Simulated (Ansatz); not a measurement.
Suppose CdSe takes space group P4/mmm (No. 123), with Cd on 1a; Se on 1b.

All numbers below come from DFT PBE, scalar-relativistic, plane waves, PAW (Ansatz). Cutoff 420 eV, Γ-centred mesh, Gaussian smearing, no spin polarisation.

Energies over the elements count from the elements' standard structures at the same level, with no fitted energy shifts.

Q: Predict the relaxed structure.

A:

Space group P4/mmm (No. 123). a = 2.830 Å, b = 2.830 Å, c = 6.084 Å, α = 90.00°, β = 90.00°, γ = 90.00°
```csv
atom,site,symmetry,x,y,z
Cd,1a,4/mmm,0.0000,0.0000,0.0000
Se,1b,4/mmm,0.0000,0.0000,0.5000
```

Around Cd lie 4 Cd at 2.83 Å and 2 Se at 3.04 Å; around Se lie 4 Se at 2.83 Å and 2 Cd at 3.04 Å. Another local minimum with the same sites may exist.

Q: And its energy and gap?

A: The energy over the elements is +0.03 eV/atom and the gap on the 20×20×10 mesh of the 2-atom cell is 0 eV (a metal). A positive value: parting into the elements would lower its energy.

The last run used Gaussian smearing of 0.10 eV. The k mesh leaves some 4 meV/atom of noise in the energy of each metallic cell. The reference form of Se is held partly by dispersion forces, which this level lacks. Symmetry constrained the relaxation, so the result can be a saddle point. Another cell of CdSe relaxed alike, in F-43m (a Materials Project cell), lies 0.67 eV/atom lower, so this cell isn't the stable form at this level.
